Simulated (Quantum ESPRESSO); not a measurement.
Tc:

```
CELL_PARAMETERS angstrom
2.74000 0.00000 0.00000
-1.37000 2.37291 0.00000
0.00000 0.00000 4.39800
ATOMIC_POSITIONS crystal
Tc 0.66667 0.33333 0.75000
Tc 0.33333 0.66667 0.25000
```

Base run:

```yaml
Program: Quantum ESPRESSO 7.5
Functional: PBE
Potentials_or_basis: SPMS 1.0 PBE
Cutoff: 952 eV
Density_cutoff: 3810 eV
k_mesh: 11 × 11 × 6
Occupations: fermi-dirac, width 0.05 eV
Spin: no spin polarisation
```

Its results: band gap on the k mesh none (metal or under the smearing width); pressure 2.7 GPa.

Problem. After a change of settings the same cell gave: band gap on the k mesh none (metal or under the smearing width); pressure 3.3 GPa. Which change was it?
A. functional from PBE to LDA; potentials or basis from SPMS 1.0 PBE to PseudoDojo 0.4.1 SR LDA standard; cutoff from 952 eV to 1197 eV; density cutoff from 3810 eV to 4789 eV
B. functional from PBE to PBEsol; potentials or basis from SPMS 1.0 PBE to PseudoDojo 0.4.1 SR PBEsol standard; cutoff from 952 eV to 1143 eV; density cutoff from 3810 eV to 4572 eV
C. potentials or basis from SPMS 1.0 PBE to PseudoDojo 0.4.1 SR PBE standard; cutoff from 952 eV to 1143 eV; density cutoff from 3810 eV to 4572 eV
D. potentials or basis from SPMS 1.0 PBE to GBRV 1.5 PBE; cutoff from 952 eV to 612 eV; density cutoff from 3810 eV to 4898 eV

Solution. C.

Not every run made on this cell is shown here.
